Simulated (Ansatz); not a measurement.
## Sn: a film clamped to a substrate

These are results of DFT PBE, scalar-relativistic, plane waves, PAW (Ansatz), not measurements. Cutoff 420 eV, Γ-centred 22×22×22 k-points, Gaussian smearing of 0.15 eV. No spin polarisation. Energies are free energies at this smearing, counted from the undisturbed cell; pressure is positive in compression.

The starting cell (relaxed at this level):

```
Sn
1.0
    -2.96432    2.96432    1.61635
     2.96432   -2.96432    1.61635
     2.96432    2.96432   -1.61635
Sn
2
Direct
  0.75000 0.25000 0.50000
  0.00000 0.00000 0.00000
```

The cell (2 atoms, V0 = 56.81 Å³) is strained by p along both x and y and by q along z, fractional coordinates fixed. τp = (1/V0) ∂E/∂p = (σxx + σyy)(1 + p)(1 + q) and τq = (1/V0) ∂E/∂q = σzz(1 + p)², with tension positive.

| p | q | ΔE (meV/atom) | τp (GPa) | τq (GPa) |
| --- | --- | --- | --- | --- |
| 0.000 | 0.000 | 0.00 | -0.33 | 0.31 |
| -0.050 | 0.000 | 64.76 | -15.40 | -3.20 |
| 0.050 | 0.000 | 40.80 | 8.64 | 2.81 |
| 0.000 | -0.050 | 19.36 | -3.36 | -5.15 |
| 0.000 | 0.050 | 17.16 | 2.41 | 3.18 |

Task: Get the second derivatives of the energy density.

Result: Central differences give A = ∂τp/∂p = 240 GPa (C11 + C22 + 2 C12), C = ∂τq/∂q = 83 GPa (C33) and the cross term B = ∂τq/∂p = 60 GPa (C13 + C23); ∂τp/∂q = 58 GPa must equal B, and any difference shows higher-order terms. Steps this large leave an error of some per cent of A or C in all of these, which can swamp a small B. The ions are clamped.

Task: A film of this crystal grows with z along the normal on a substrate that imposes p. How does its thickness respond, and what does the misfit cost?

Result: Count p and q from the stress-free cell. A free surface needs τq = 0, so q = −(B/C) p = -0.72 p. The energy density left is (A − B²/C) p²/2 = M p², with the biaxial modulus M = 99 GPa; a misfit of 1 % costs 1.75 meV/atom, against 2.13 meV/atom if the thickness were held.

In a metal these slopes depend on the k mesh and the smearing.

The cell is white (β) tin, whose atoms sit on sites without free coordinates. Equal in-plane strain and strain along z both keep the tetragonal symmetry, so no internal relaxation could soften these constants. The gap between A = 240 GPa and C = 83 GPa doesn't mean that the plane is stiffer than the c axis, since A counts two axes and their mutual coupling.

Both strain directions stiffen in compression and soften in tension, as expected when short-range repulsion rises faster than the metallic-covalent attraction changes. The thickness response of -0.72 p is therefore an average over both signs: a film compressed in the plane probably thickens more than an equally stretched one thins. This Poisson relaxation lowers the misfit cost only modestly, because most of the energy lies in the imposed change of area. The result describes coherent strain within white tin and leaves open its competition with the diamond-structure α phase, which a suitable substrate can stabilise.
